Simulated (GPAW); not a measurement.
# Zn (Fm-3m) in GPAW: convergence with plane-wave cutoff (eV)

Aim: find how far plane-wave cutoff (eV) must go before the results for Zn settle, at LDA. This setting moves, with any that are tied to it; all else stays.

Everything below comes from runs of GPAW 26.7.0. Logs are shortened: lines on timing, memory, paths and dates and some standing lists are left out, and cuts for length are marked. The log counts tension as positive stress, the text compression.

### 1 The structure

Symmetry: Fm-3m, No. 225, cubic system. The conventional cell has a = 3.930 Å, b = 3.930 Å, c = 3.930 Å, α = 90.00°, β = 90.00°, γ = 90.00°. Zn (site symmetry m-3m) has 12 Zn at 2.78 Å as nearest neighbours.

This isn't the form of Zn at room conditions, which is hcp.

### 2 With plane-wave cutoff (eV) 200

run.py

```python
from ase.dft.bandgap import bandgap
from ase.io import read, write
from ase.units import GPa
from gpaw import GPAW, PW

atoms = read('Zn.xyz')

calc = GPAW(mode=PW(200),
            xc='LDA',
            kpts={'size': (12, 12, 12), 'gamma': True},
            occupations={'name': 'fermi-dirac', 'width': 0.05},
            nbands=13,
            convergence={'density': 1e-05, 'energy': 1e-05},
            maxiter=100,
            txt='gpaw.txt')
atoms.calc = calc
energy = atoms.get_potential_energy()
forces = atoms.get_forces()
stress = atoms.get_stress()
calc.write('gs.gpw')
write('result.traj', atoms)
print(f'Energy: {energy:.6f} eV')
print('Forces (eV/A):')
print(forces.round(4))
print('Stress (GPa):', (stress / GPa).round(3))
print('Fermi level:', round(calc.get_fermi_level(), 4), 'eV')
print(f'Gap: {bandgap(calc)[0]:.4f} eV, direct: {bandgap(calc, direct=True)[0]:.4f} eV')
```

Zn.xyz

```xyz
1
Lattice="0.0000000000 1.9647760000 1.9647760000 1.9647760000 0.0000000000 1.9647760000 1.9647760000 1.9647760000 0.0000000000" Properties=species:S:1:pos:R:3 pbc="T T T"
Zn     0.0000000000      0.0000000000      0.0000000000
```

Potentials or basis: the program's PAW data sets (release 1.2.1) made for this functional, pw.

Run with:

```console
$ OMP_NUM_THREADS=1 python run.py
```

Run time: 5.1 s. Hardware: 1 thread of Intel Xeon Platinum 8488C (Sapphire Rapids), shared host; peak memory 0.12 GiB.

Results:

* Free energy: -1.5149 eV
* Pressure: -16.4 GPa
* Band gap on the k mesh: none (metal or under the smearing width)

### 3 With plane-wave cutoff (eV) 250

run.py: that of step 2 with these lines changed.

```diff
@@ -7,3 +7,3 @@
 
-calc = GPAW(mode=PW(200),
+calc = GPAW(mode=PW(250),
             xc='LDA',
```

Zn.xyz is that of step 2.

Potentials or basis: the program's PAW data sets (release 1.2.1) made for this functional, pw.

Run with:

```console
$ OMP_NUM_THREADS=1 python run.py
```

Wall time 5.7 s (1 thread of Intel Xeon Platinum 8488C (Sapphire Rapids), shared host); peak memory 0.12 GiB.

Results:

```yaml
Free_energy: -1.5674 eV
Pressure: -11.4 GPa
Band_gap_on_the_k_mesh: none (metal or under the smearing width)
```

### 4 With plane-wave cutoff (eV) 300

run.py: that of step 3 with these lines changed.

```diff
@@ -7,3 +7,3 @@
 
-calc = GPAW(mode=PW(250),
+calc = GPAW(mode=PW(300),
             xc='LDA',
```

Zn.xyz is that of step 3.

Run with:

```console
$ OMP_NUM_THREADS=1 python run.py
```

It took 5.7 s on 1 thread of Intel Xeon Platinum 8488C (Sapphire Rapids), shared host; peak memory 0.12 GiB.

Results:

```yaml
Free_energy: -1.6705 eV
Pressure: -14.3 GPa
Band_gap_on_the_k_mesh: none (metal or under the smearing width)
```

### 5 With plane-wave cutoff (eV) 350

run.py: that of step 4 with these lines changed.

```diff
@@ -7,3 +7,3 @@
 
-calc = GPAW(mode=PW(300),
+calc = GPAW(mode=PW(350),
             xc='LDA',
```

Zn.xyz is that of step 4.

Run with:

```console
$ OMP_NUM_THREADS=1 python run.py
```

Run time: 7.4 s. Hardware: 1 thread of Intel Xeon Platinum 8488C (Sapphire Rapids), shared host; peak memory 0.12 GiB.

What came out:

| Item | Value |
| --- | --- |
| Free energy | -1.7774 eV |
| Pressure | -13.2 GPa |
| Band gap on the k mesh | none (metal or under the smearing width) |

### 6 With plane-wave cutoff (eV) 400

run.py: that of step 5 with these lines changed.

```diff
@@ -7,3 +7,3 @@
 
-calc = GPAW(mode=PW(350),
+calc = GPAW(mode=PW(400),
             xc='LDA',
```

Zn.xyz is that of step 5.

Potentials or basis: the program's PAW data sets (release 1.2.1) made for this functional, pw.

Run with:

```console
$ OMP_NUM_THREADS=1 python run.py
```

Wall time 7.1 s (1 thread of Intel Xeon Platinum 8488C (Sapphire Rapids), shared host); peak memory 0.13 GiB.

Results:

* Free energy: -1.8393 eV
* Pressure: -11.2 GPa
* Band gap on the k mesh: none (metal or under the smearing width)

### 7 With plane-wave cutoff (eV) 500

run.py: that of step 6 with these lines changed.

```diff
@@ -7,3 +7,3 @@
 
-calc = GPAW(mode=PW(400),
+calc = GPAW(mode=PW(500),
             xc='LDA',
```

Zn.xyz is that of step 6.

Run with:

```console
$ OMP_NUM_THREADS=1 python run.py
```

Wall time 7.6 s (1 thread of Intel Xeon Platinum 8488C (Sapphire Rapids), shared host); peak memory 0.13 GiB.

The run converged. Its results:

| Item | Value |
| --- | --- |
| Free energy | -1.8768 eV |
| Pressure | -9.2 GPa |
| Band gap on the k mesh | none (metal or under the smearing width) |

### 8 With plane-wave cutoff (eV) 600

run.py: that of step 7 with these lines changed.

```diff
@@ -7,3 +7,3 @@
 
-calc = GPAW(mode=PW(500),
+calc = GPAW(mode=PW(600),
             xc='LDA',
```

Zn.xyz is that of step 7.

Run with:

```console
$ OMP_NUM_THREADS=1 python run.py
```

Run time: 11 s. Hardware: 1 thread of Intel Xeon Platinum 8488C (Sapphire Rapids), shared host; peak memory 0.14 GiB.

It converged, with:

```
Free energy            : -1.8803 eV
Pressure               : -8.9 GPa
Band gap on the k mesh : none (metal or under the smearing width)
```

### 9 With plane-wave cutoff (eV) 800

run.py: that of step 8 with these lines changed.

```diff
@@ -7,3 +7,3 @@
 
-calc = GPAW(mode=PW(600),
+calc = GPAW(mode=PW(800),
             xc='LDA',
```

Zn.xyz is that of step 8.

Potentials or basis: the program's PAW data sets (release 1.2.1) made for this functional, pw.

Run with:

```console
$ OMP_NUM_THREADS=1 python run.py
```

It took 11 s on 1 thread of Intel Xeon Platinum 8488C (Sapphire Rapids), shared host; peak memory 0.15 GiB.

The run converged. Its results:

* Free energy: -1.8805 eV
* Pressure: -8.8 GPa
* Band gap on the k mesh: none (metal or under the smearing width)

### 10 With plane-wave cutoff (eV) 1000

run.py: that of step 9 with these lines changed.

```diff
@@ -7,3 +7,3 @@
 
-calc = GPAW(mode=PW(800),
+calc = GPAW(mode=PW(1000),
             xc='LDA',
```

Zn.xyz is that of step 9.

Potentials or basis: the program's PAW data sets (release 1.2.1) made for this functional, pw.

Run with:

```console
$ OMP_NUM_THREADS=1 python run.py
```

gpaw.txt:

```text
__  _  _
 | _ |_)|_||  |
 |__||  | ||/\| - 26.7.0

Input parameters:
  mode=PW(ecut=1000.0),
  convergence={'density': 1e-05, 'energy': 1e-05},
  kpts=MonkhorstPack(size=(12, 12, 12), gamma=True),
  maxiter=100,
  nbands=13,
  occupations=Occupations(name='fermi-dirac', width=0.05),
  xc=XC(name='LDA')

Diagonalizing LCAO Hamiltonian
Converting LCAO to pw mode

       Zn

Atoms  # Å, Bohr magnetons
|   | symbol |        x |        y |        z |    initial magnetic moments |
|---|--------|----------|----------|----------|-----------------------------|
| 0 |     Zn | 0.000000 | 0.000000 | 0.000000 | ( 0.0000,  0.0000,  0.0000) |

Unit cell  # Å
| periodic |        x |        y |        z |  lengths |    angles |
|----------|----------|----------|----------|----------|-----------|
|      yes | 0.000000 | 1.964776 | 1.964776 | 2.778613 | 60.000000 |
|      yes | 1.964776 | 0.000000 | 1.964776 | 2.778613 | 60.000000 |
|      yes | 1.964776 | 1.964776 | 0.000000 | 2.778613 | 60.000000 |

Number of symmetries: 48
Symmetry operations  # r_c * U_cc + t_c -> r_c
|    | kind |            matrix            |
|----|------|------------------------------|
|  0 |  σ   |  1, 0, 0,  1, 0,-1,  1,-1, 0 |
|  1 |  C2  |  1, 0, 0,  1,-1, 0,  1, 0,-1 |
|  2 |  E   |  1, 0, 0,  0, 1, 0,  0, 0, 1 |
|  3 |  σ   |  1, 0, 0,  0, 0, 1,  0, 1, 0 |
|  4 |  C4  |  1, 0,-1,  1, 0, 0,  1,-1, 0 |
|  5 |  S6  |  1, 0,-1,  1,-1, 0,  1, 0, 0 |
|  6 |  σ   |  1, 0,-1,  0, 1,-1,  0, 0,-1 |
|  7 |  C3  |  1, 0,-1,  0, 0,-1,  0, 1,-1 |
|  8 |  S6  |  1,-1, 0,  1, 0, 0,  1, 0,-1 |
|  9 |  C4  |  1,-1, 0,  1, 0,-1,  1, 0, 0 |
| 10 |  C3  |  1,-1, 0,  0,-1, 1,  0,-1, 0 |
| 11 |  σ   |  1,-1, 0,  0,-1, 0,  0,-1, 1 |
| 12 |  σ   |  0, 1, 0,  1, 0, 0,  0, 0, 1 |
| 13 |  C4  |  0, 1, 0,  0, 1,-1, -1, 1, 0 |
| 14 |  C3  |  0, 1, 0,  0, 0, 1,  1, 0, 0 |
| 15 |  S6  |  0, 1, 0, -1, 1, 0,  0, 1,-1 |
| 16 |  C2  |  0, 1,-1,  1, 0,-1,  0, 0,-1 |
| 17 |  σ   |  0, 1,-1,  0, 1, 0, -1, 1, 0 |
| 18 |  S4  |  0, 1,-1,  0, 0,-1,  1, 0,-1 |
| 19 |  C4  |  0, 1,-1, -1, 1, 0,  0, 1, 0 |
| 20 |  C3  |  0, 0, 1,  1, 0, 0,  0, 1, 0 |
| 21 |  σ   |  0, 0, 1,  0, 1, 0,  1, 0, 0 |
| 22 |  S6  |  0, 0, 1,  0,-1, 1, -1, 0, 1 |
| 23 |  C4  |  0, 0, 1, -1, 0, 1,  0,-1, 1 |
| 24 |  S4  |  0, 0,-1,  1, 0,-1,  0, 1,-1 |
| 25 |  C3  |  0, 0,-1,  0, 1,-1,  1, 0,-1 |
| 26 |  C2  |  0, 0,-1,  0,-1, 0, -1, 0, 0 |
| 27 |  S6  |  0, 0,-1, -1, 0, 0,  0,-1, 0 |
| 28 |  S4  |  0,-1, 1,  1,-1, 0,  0,-1, 0 |
| 29 |  C4  |  0,-1, 1,  0, 0, 1, -1, 0, 1 |
| 30 |  C2  |  0,-1, 1,  0,-1, 0,  1,-1, 0 |
| 31 |  σ   |  0,-1, 1, -1, 0, 1,  0, 0, 1 |
| 32 |  C3  |  0,-1, 0,  1,-1, 0,  0,-1, 1 |
| 33 |  S6  |  0,-1, 0,  0, 0,-1, -1, 0, 0 |
| 34 |  S4  |  0,-1, 0,  0,-1, 1,  1,-1, 0 |
| 35 |  C2  |  0,-1, 0, -1, 0, 0,  0, 0,-1 |
| 36 |  C2  | -1, 1, 0,  0, 1, 0,  0, 1,-1 |
| 37 |  S6  | -1, 1, 0,  0, 1,-1,  0, 1, 0 |
| 38 |  S4  | -1, 1, 0, -1, 0, 1, -1, 0, 0 |
| 39 |  C3  | -1, 1, 0, -1, 0, 0, -1, 0, 1 |
| 40 |  S6  | -1, 0, 1,  0, 0, 1,  0,-1, 1 |
| 41 |  C2  | -1, 0, 1,  0,-1, 1,  0, 0, 1 |
| 42 |  C3  | -1, 0, 1, -1, 1, 0, -1, 0, 0 |
| 43 |  S4  | -1, 0, 1, -1, 0, 0, -1, 1, 0 |
| 44 |  C2  | -1, 0, 0,  0, 0,-1,  0,-1, 0 |
| 45 |  i   | -1, 0, 0,  0,-1, 0,  0, 0,-1 |
| 46 |  σ   | -1, 0, 0, -1, 1, 0, -1, 0, 1 |
| 47 |  C2  | -1, 0, 0, -1, 0, 1, -1, 1, 0 |

BZ-sampling:
  Number of BZ points: 1728
  Number of IBZ points: 72

  Monkhorst-Pack size: [12, 12, 12]
  Monkhorst-Pack shift: [0.041666666666666664, 0.041666666666666664, 0.041666666666666664]

K-points  # in reciprocal-cell coordinates
|     |                                coordinates |     weight |
|-----|--------------------------------------------|------------|
|   0 | ( -0.00000000,  -0.00000000,  -0.00000000) | 0.00057870 |
|   1 | (  0.08333333,   0.08333333,  -0.00000000) | 0.00347222 |
|   2 | (  0.08333333,   0.08333333,   0.08333333) | 0.00462963 |
|   3 | (  0.16666667,   0.08333333,   0.08333333) | 0.00694444 |
|   4 | (  0.16666667,   0.16666667,  -0.00000000) | 0.00347222 |
|   5 | (  0.16666667,   0.16666667,   0.08333333) | 0.01388889 |
|   6 | (  0.16666667,   0.16666667,   0.16666667) | 0.00462963 |
|   7 | (  0.25000000,   0.16666667,   0.08333333) | 0.01388889 |
|   8 | (  0.25000000,   0.16666667,   0.16666667) | 0.01388889 |
|   9 | (  0.25000000,   0.25000000,  -0.00000000) | 0.00347222 |
| ... |                                            |            |
|  71 | (  0.50000000,   0.50000000,   0.50000000) | 0.00231481 |

Plane wave coefficients: 1113
Cutoff: 1000.0 eV

Spin-components: 1 (collinear spins)
Bands:           13
Projectors:      6
Spin-degeneracy: 2
Datatype:        complex128

Density:
  Valence electrons: 12.0
  Components: 1
  Grid points: [21 21 21]
  Charge: 0.0  # |e|

Potential:
  Grid points: [21 21 21]

species:
  Zn:
    name:    Zinc
    Z:       30.0
    valence: 12
    core:    18
    charge:  0.0  # [|e|]
    compensation charges:
      type: gauss
      rc: 0.37  # [Å]
      lmax: 2
    cutoffs:
      filter: 2.14  # [Å]
      core: 2.28  # [Å]
    projectors
    | kind |    occ | energy [eV] | rcut [Å] |
    |------|--------|-------------|----------|
    |   4s |  2.000 |      -6.218 |    1.286 |
    |   4p |  0.000 |      -1.230 |    1.270 |
    |   3d | 10.000 |     -10.426 |    1.180 |
    |    s |        |      20.994 |    1.286 |
    |    p |        |      25.981 |    1.270 |
    |    d |        |      16.786 |    1.180 |

    Using partial waves for Zn as LCAO basis

Reference energy: -48787.901704  # eV

eigensolver:
  PPCG
  Converge bands: occupied
  niter=2

density mixing:
  MSR1-Mixer
  Pratt-step length: 0.05
  Maximum mixing coefficient: 0.75
  Old densities: 10
  SVD Regularization: 0.005
  Good broyden scale: 1.0
  Trust region scale: 1.0
  Backstep threshold: 4.0
  History deletion threshold: 6.0
  Fourier metric: weight=20.0, sigma=0.015

occupation numbers:
  Fermi-Dirac:
    width: 0.0500  # eV

poisson solver:
  ecut: 8000.0  # eV

xc functional:
  name: None

convergence criteria:
- Maximum integral of absolute [dens]ity change: 1e-05 electrons / valence electron
- Maximum [total energy] change in last 3 cyles: 1e-05 eV / valence electron
- Maximum integral of absolute [eigenst]ate change: 4e-08 eV^2 / valence electron
maximum number of iterations: 100

SCF iterations
|iter     | |      energy | eigst |  dens |
|---------|-|-------------|-------|-------|
|iter:   1| |   -1.979782 | -0.06 |       |
|iter:   2| |   -1.950946 | -3.05 | -1.41 |
|iter:   3| |   -1.879249 | -2.00 | -1.45 |
|iter:   4| |   -1.878928 | -3.81 | -1.92 |
|iter:   5| |   -1.878797 | -3.76 | -2.26 |
|iter:   6| |   -1.878807 | -6.00 | -3.88 |
|iter:   7| |   -1.878808c| -6.53 | -3.92 |
|iter:   8| |   -1.878808c| -8.67c| -4.85 |
|iter:   9| |   -1.878808c| -9.46c| -5.29c|

Converged in 9 steps
Energy contributions relative to reference atoms: (reference = -48787.901704)

Energy contributions:
  Kinetic:          -3.175076
  Coulomb:           4.511975
  Zero:             -0.026259
  External:          0.000000
  Xc:               -3.187740
  Entropy:          -0.003417
  Spinorbit:         0.000000
  ----------------------------
  Free energy:      -1.880517
  Extrapolated:     -1.878808

dipole moment: (-7.599515, -7.599515, -7.599515)  # |e|*Ang

Fermi level: 6.180
Eigenvalues  # (at kpt = [-0.000, -0.000, -0.000])
| band index |      eig [eV] | occ [0-2] |
|------------|---------------|-----------|
|          0 |        -4.113 |     2.000 |
|          1 |        -1.397 |     2.000 |
|          2 |        -1.397 |     2.000 |
|          3 |        -1.397 |     2.000 |
|          4 |        -1.015 |     2.000 |
|          5 |        -1.015 |     2.000 |
|          6 |        24.308 |     0.000 |
|          7 |        24.308 |     0.000 |
|          8 |        24.308 |     0.000 |
|          9 |        25.059 |     0.000 |
|         10 |        27.043 |     0.000 |
|         11 |        27.043 |     0.000 |
|         12 |        27.043 |     0.000 |

No gap
No difference between direct/indirect transitions

Forces  # eV/Ang
|       x |       y |        z |
|---------|---------|----------|
| 0.00000 | 0.00000 | -0.00000 |  # Zn   0

Stress tensor  # eV/Ang^3
|         x |         y |         z |
|-----------|-----------|-----------|
|  0.055193 | -0.000000 | -0.000000 |
| -0.000000 |  0.055193 |  0.000000 |
| -0.000000 |  0.000000 |  0.055193 |

# Writing to gs.gpw (mode='')
```

Run time: 19 s. Hardware: 1 thread of Intel Xeon Platinum 8488C (Sapphire Rapids), shared host; peak memory 0.16 GiB.

What came out:

```yaml
Free_energy: -1.8805 eV
Pressure: -8.8 GPa
Band_gap_on_the_k_mesh: none (metal or under the smearing width)
```

### 11 Result

| plane-wave cutoff (eV) | energy less the tightest run, at zero smearing (meV/atom) | pressure (GPa) | SCF cycles | CPU time (s) | peak memory (GiB) |
| --- | --- | --- | --- | --- | --- |
| 200 | 365.63 | -16.37 | 9 | 5.1 | 0.12 |
| 250 | 313.14 | -11.38 | 9 | 5.7 | 0.12 |
| 300 | 210.02 | -14.29 | 9 | 5.7 | 0.12 |
| 350 | 103.16 | -13.18 | 9 | 7.4 | 0.12 |
| 400 | 41.17 | -11.24 | 9 | 7.1 | 0.13 |
| 500 | 3.75 | -9.21 | 9 | 7.6 | 0.13 |
| 600 | 0.17 | -8.87 | 9 | 11 | 0.14 |
| 800 | 0.01 | -8.84 | 9 | 11 | 0.15 |
| 1000 | 0.00 | -8.84 | 9 | 19 | 0.16 |

Against the tightest run, the energy stays within 1 meV/atom from 600 on; the pressure stays within 0.1 GPa from 600 on. The tightest run that finished is the yardstick and may itself not be fully converged.
